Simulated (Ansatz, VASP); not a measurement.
This is a calculation of Zn for Ansatz 0.2.0.

The input input.yaml:

```yaml
crystal:
  lattice:
    - [0.0, 1.9246672763, 1.9246672763]
    - [1.9246672763, 0.0, 1.9246672763]
    - [1.9246672763, 1.9246672763, 0.0]
  atoms:
    - { symbol: Zn, position: [0.0, 0.0, 0.0] }
hamiltonian:
  xc: pbesol
  pseudopotentials: { kind: paw }
kpoints:
  mp_grid: { grid: [12, 12, 12] }
scf:
  occupations: { method: fermi_dirac, width: 0.05 }
output:
  forces: true
  stress: true
  eigenvalues: true
```

Potentials or basis: Ansatz PAW.

Run with:

```console
$ ansatz run input.yaml --threads 1 --pin off --max-ram 3584MiB --backend cpu --events-out ev --progress --plain --runs-dir out
```

Q: Set up the same calculation for VASP 6.6.1. Potentials there: VASP PAW PBE potentials, release 64 (Zn).

A: As run (the cutoff follows the program's own potentials):

INCAR

```
PREC = Accurate
ENCUT = 520
EDIFF = 1E-7
ISMEAR = -1
SIGMA = 0.05
LREAL = F
LASPH = T
NELM = 80
ALGO = Normal
ISIF = 2
LWAVE = F
LCHARG = F
GGA = PS
NBANDS = 12
```

The input KPOINTS:

```
regular mesh
0
Gamma
  12 12 12
```

File POSCAR:

```
Zn
1.0
    0.0000000000      1.9246672763      1.9246672763
    1.9246672763      0.0000000000      1.9246672763
    1.9246672763      1.9246672763      0.0000000000
Zn
1
Direct
    0.0000000000      0.0000000000      0.0000000000
```

Potentials or basis: VASP PAW PBE potentials, release 64 (Zn).

The run is started by

```console
$ cat potpaw_PBE.64/Zn/POTCAR > POTCAR
$ mpirun -np 1 vasp_std > vasp.out
```

Both were run:

|  | VASP | Ansatz | Ansatz less VASP |
| --- | --- | --- | --- |
| gap on the k mesh at the Fermi level (eV) | none | none | - |
| pressure (GPa) | -0.5 | -0.9 | -0.45 |

A gap of «none» marks a metal or a gap that the smearing closes.

Caveats: the PAW data sets were made with another functional, which shifts forces and pressure a little (VASP); the PAW data sets come from PBE, with cores solved anew for the run's functional, which leaves a small shift of forces and pressure (Ansatz).
